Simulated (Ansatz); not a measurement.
**LiH: a trial structure relaxed**

The task: take a trial cell of LiH to zero force and stress, then test the end with a random kick.

Program: Ansatz 0.2.0. Level of theory: DFT PBE, scalar-relativistic, plane waves, PAW. These are calculated values, not measurements.

## 1. The system as given

The structure is tetragonal, space group P4/mmm (No. 123). The conventional cell has a = 2.461 Å, b = 2.461 Å, c = 3.312 Å, α = 90.00°, β = 90.00°, γ = 90.00°. Li (site symmetry 4/mmm) is surrounded by 8 H at 2.40 Å and 4 Li at 2.46 Å. H (site symmetry 4/mmm) is surrounded by 8 Li at 2.40 Å and 4 H at 2.46 Å.

Coordinates:

```
CELL_PARAMETERS angstrom
2.46092 0.00000 0.00000
0.00000 2.46092 0.00000
0.00000 0.00000 3.31245
ATOMIC_POSITIONS crystal
Li 0.50000 0.50000 0.50000
H 0.00000 0.00000 0.00000
```

The cell is invented: species swapped into a database cell of NbIr (P4/mmm, No. 123), with Li on the Nb sites and H on the Ir sites. The dimensions are guesses.

## 2. The guess as it stands, on a coarse mesh

The input, input.yaml:

```yaml
crystal:
  lattice:
    - [2.46091819, 0.0, 0.0]
    - [0.0, 2.46091819, 0.0]
    - [0.0, 0.0, 3.31244631]
  atoms:
    - { symbol: Li, position: [0.5, 0.5, 0.5] }
    - { symbol: H, position: [0.0, 0.0, 0.0] }
basis:
  ecutwfc: 420
kpoints:
  mp_grid: { grid: [8, 8, 6] }
hamiltonian:
  xc: pbe
scf:
  occupations: { method: gaussian, width: 0.1 }
  lower_state_search: "off"
output:
  forces: true
  stress: true
  eigenvalues: true
```

Command:

```
$ ansatz run input.yaml --threads 1 --pin off --max-ram 2048MiB --backend cpu --events-out ev --progress --plain --runs-dir out
```

The session goes on with these runs: coarse relaxation; final relaxation; reference for the kick test; kicked and relaxed without symmetry; the kicked end on a coarse mesh; full relaxation (after the kick).

Before running it: what results should come out? Wanted: conventional cell; volume; energy over the elements; gap on the mesh; after the kick; energy gained by the kick.

**Answer**, as computed:

| quantity | value |
| --- | --- |
| symmetry at the first end (tolerance 0.02 Å) | space group Pm-3m (No. 221) |
| conventional cell | a = 2.507 Å, b = 2.507 Å, c = 2.507 Å, α = 90.00°, β = 90.00°, γ = 90.00° |
| volume | 7.88 Å³/atom |
| energy over the elements (uncorrected; H, N, O, F and Cl as molecules) | -0.18 eV/atom |
| gap on the mesh | 0.71 eV |
| after the kick | space group P6_3/mmc (No. 194), 8.17 Å³/atom, gap on the mesh 4.35 eV |
| energy gained by the kick | 181 meV/atom |

What this shows: The symmetry goes from space group P4/mmm (No. 123) to space group Pm-3m (No. 221), and the volume per atom shrinks by 21.5 % from the first guess. It lies below the elements, which doesn't yet make it stable: competing phases were not computed in this session. The first end is not the local ground state: the kicked cell settles 181 meV/atom lower.
